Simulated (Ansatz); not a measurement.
**Several inputs for ZnF2 with a Zn vacancy**

Cell: a supercell of ZnF2 (rutile type, P4_2/mnm) built from a computed structure from the Materials Project (it need not be an observed phase), with all atoms left at the host's positions.

```cif
data_structure
_symmetry_space_group_name_H-M 'P 1'
_symmetry_Int_Tables_number 1
_cell_length_a 6.6510
_cell_length_b 6.6510
_cell_length_c 9.3987
_cell_angle_alpha 90.000
_cell_angle_beta 90.000
_cell_angle_gamma 90.000
_cell_volume 415.75
loop_
_atom_site_label
_atom_site_type_symbol
_atom_site_fract_x
_atom_site_fract_y
_atom_site_fract_z
_atom_site_occupancy
Zn1 Zn 0.50000 0.00000 0.50000 1
Zn2 Zn 0.50000 0.00000 0.83333 1
Zn3 Zn 0.00000 0.50000 0.16667 1
Zn4 Zn 0.00000 0.50000 0.50000 1
Zn5 Zn 0.00000 0.50000 0.83333 1
Zn6 Zn 0.00000 0.00000 0.00000 1
Zn7 Zn 0.00000 0.00000 0.33333 1
Zn8 Zn 0.00000 0.00000 0.66667 1
Zn9 Zn 0.50000 0.50000 0.00000 1
Zn10 Zn 0.50000 0.50000 0.33333 1
Zn11 Zn 0.50000 0.50000 0.66667 1
F12 F 0.69686 0.00000 0.00000 1
F13 F 0.69686 0.00000 0.33333 1
F14 F 0.69686 0.00000 0.66667 1
F15 F 0.19686 0.50000 0.00000 1
F16 F 0.19686 0.50000 0.33333 1
F17 F 0.19686 0.50000 0.66667 1
F18 F 0.50000 0.69686 0.16667 1
F19 F 0.50000 0.69686 0.50000 1
F20 F 0.50000 0.69686 0.83333 1
F21 F 0.00000 0.19686 0.16667 1
F22 F 0.00000 0.19686 0.50000 1
F23 F 0.00000 0.19686 0.83333 1
F24 F 0.30314 0.00000 0.00000 1
F25 F 0.30314 0.00000 0.33333 1
F26 F 0.30314 0.00000 0.66667 1
F27 F 0.80314 0.50000 0.00000 1
F28 F 0.80314 0.50000 0.33333 1
F29 F 0.80314 0.50000 0.66667 1
F30 F 0.50000 0.30314 0.16667 1
F31 F 0.50000 0.30314 0.50000 1
F32 F 0.50000 0.30314 0.83333 1
F33 F 0.00000 0.80314 0.16667 1
F34 F 0.00000 0.80314 0.50000 1
F35 F 0.00000 0.80314 0.83333 1
```

Atom numbers follow the list; atoms alike are taken as one site, whose name carries the number of the first.

Reference run. Method: Kohn–Sham DFT in Ansatz, PBE, plane waves and PAW, scalar-relativistic, collinear spin, 420 eV cutoff, Γ-centred 3×3×2 k-points, Fermi–Dirac smearing 0.01 eV. Start moments as typed (μB): 0 0 0 0 0 0 0 0 0 0 0 0.5 0.5 0 0 0 0 0.5 0 0 0 0 0 0.5 0.5 0 0 0 0 0.5 0 0 0 0 0 by atom.

It gives V_zz (10²¹ V/m²) F12 15.81 (η 0.38), Zn9 -3.01 (η 0.96), among others. Each of these runs changes the input as listed (caps on SCF iterations aside):

A. scf.occupations: {method: fermi_dirac, width: 0.01} → {method: fermi_dirac, width: 1.0}
B. kpoints.mp_grid.grid: [3, 3, 2] → [1, 1, 1]

(1) How does each run end, and how far do the gradients move?

Results:

(1) 

| run | F12 V_zz (η) | Zn9 V_zz (η) | largest change of a gradient tensor, all atoms | note |
| --- | --- | --- | --- | --- |
| A | 8.49 (0.46) | -1.57 (0.93) | 13.75 | converged; absolute moment 2.2 → 0.0 μB; on Zn9 the largest value lies along another axis |
| B | 9.56 (0.95) | -2.09 (0.62) | 7.69 | converged; mesh coarser than the reference's |

Run A moves them most, on F18 (V_zz from 14.20 to -6.13); against its own size the tensor moves most on Zn6 among sites above 0.3 (by 5.21, V_zz from 2.67 to 2.74). Run A holds a smearing of electronvolts, so its numbers aren't properties of the crystal.

On the reference run: The defect repeats with the cell of 35 atoms, so it feels its images: sites between two images don't show the values beside a lone defect, and zeros or small values of η there can come from the images' arrangement. F and Zn carry a gradient in the pure host already, so the values there aren't the defect's effect alone. The defect cell has no gap above 0.1 eV on its mesh, so the values can hang on the smearing and the k-mesh. The neighbours have not yet relaxed around the defect (largest force 1.4 eV/Å), so a real crystal will differ.
